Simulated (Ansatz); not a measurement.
Yb, DFT, PBE, all-electron PAW with datasets made for the crystal, scalar-relativistic (Ansatz 0.2.0), run on 1 thread of Arm Neoverse V1 on a shared host.

The cell was built from the sc type and relaxed in the same program; it needn't be a known or the stable phase. The listed cell was then made from it by scaling, straining or moving an atom.

Command: `ansatz run input.yaml --threads 1 --pin off --max-ram 2048MiB --backend cpu --events-out ev --progress --plain --runs-dir out`

```yaml
crystal:
  lattice:
    - [3.3189921052, 0.0, 0.0]
    - [0.0, 3.3189921052, 0.0]
    - [0.0, 0.0, 3.3189921052]
  atoms:
    - { symbol: Yb, position: [0.0, 0.0, 0.0] }
kpoints:
  mp_grid: { grid: [10, 10, 10] }
scf:
  occupations: { method: fermi_dirac, width: 0.05 }
hamiltonian:
  xc: pbe
  pseudopotentials: { kind: all_electron, datasets: crystal }
output:
  forces: true
  stress: true
  eigenvalues: true
  efg: { contact_densities: true }
```

(1) How large is the problem that the program sets up?

(2) Estimate the wall time and the peak memory.

(3) And the same cell and mesh by full-potential LAPW, asked for forces, stress, eigenvalues, on the same hardware?

(4) And the same cell and mesh by PAW (frozen-core files), asked for forces, stress, eigenvalues, efg, on the same hardware?

Answers

(1) 56 irreducible k-points, 389 plane waves at Γ, 16 bands.

(2) 7.3 s of wall time for 16 SCF iterations, with a peak of 0.35 GiB. Times on shared machines scatter by tens of per cent.

(3) 17 s, peak memory 0.3 GiB.

(4) 3.5 s, peak memory 0.36 GiB.
